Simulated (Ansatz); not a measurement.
**KF, response to strain**

Take KF in the rock salt structure (space group Fm-3m, No. 225) as the base.

```
KF
1.0
    0.00000     2.65339     2.65339
    2.65339     0.00000     2.65339
    2.65339     2.65339     0.00000
K F
1 1
Direct
  0.00000   0.00000   0.00000
  0.50000   0.50000   0.50000
```

Cartesian axes are those of the cell as printed.

Strains are applied to the cell and any free atomic positions relax.

Computed with PBEsol (Ansatz, a program for electronic structure, PAW, without spin-orbit coupling).

Notes on the quantities. energy relative to the base: free energy F; pressure: mean of the normal stresses, compression positive.

```json
[
 {"case": "base", "band gap": "6.15 eV", "energy relative to the base": "0 meV/atom", "pressure": "-0.01 GPa"},
 {"case": "tensor shear ε_xy = +1.71 %", "band gap": "6.13 eV", "energy relative to the base": "+0.9 meV/atom", "pressure": "-0.01 GPa"},
 {"case": "tensor shear ε_xy = +1.43 %", "band gap": "6.14 eV", "energy relative to the base": "+0.7 meV/atom", "pressure": "-0.01 GPa"},
 {"case": "tensor shear ε_xy = +0.86 %", "band gap": "6.14 eV", "energy relative to the base": "+0.3 meV/atom", "pressure": "-0.01 GPa"},
 {"case": "tensor shear ε_xy = +0.29 %", "band gap": "6.15 eV", "energy relative to the base": "0.0 meV/atom", "pressure": "-0.01 GPa"},
 {"case": "tensor shear ε_xy = +0.57 %", "band gap": "6.15 eV", "energy relative to the base": "+0.1 meV/atom", "pressure": "-0.01 GPa"},
 {"case": "tensor shear ε_xy = +2.00 %", "band gap": "6.13 eV", "energy relative to the base": "___", "pressure": "-0.02 GPa"},
 {"case": "tensor shear ε_xy = +1.14 %", "band gap": "6.14 eV", "energy relative to the base": "+0.4 meV/atom", "pressure": "-0.01 GPa"}
]
```

Task: Some entries are withheld; estimate them.

Result: 
- tensor shear ε_xy = +2.00 %, energy relative to the base: +1.3 meV/atom

Semilocal Kohn–Sham gaps tend to fall short of experiment. Whether these cells are dynamically stable was not tested.
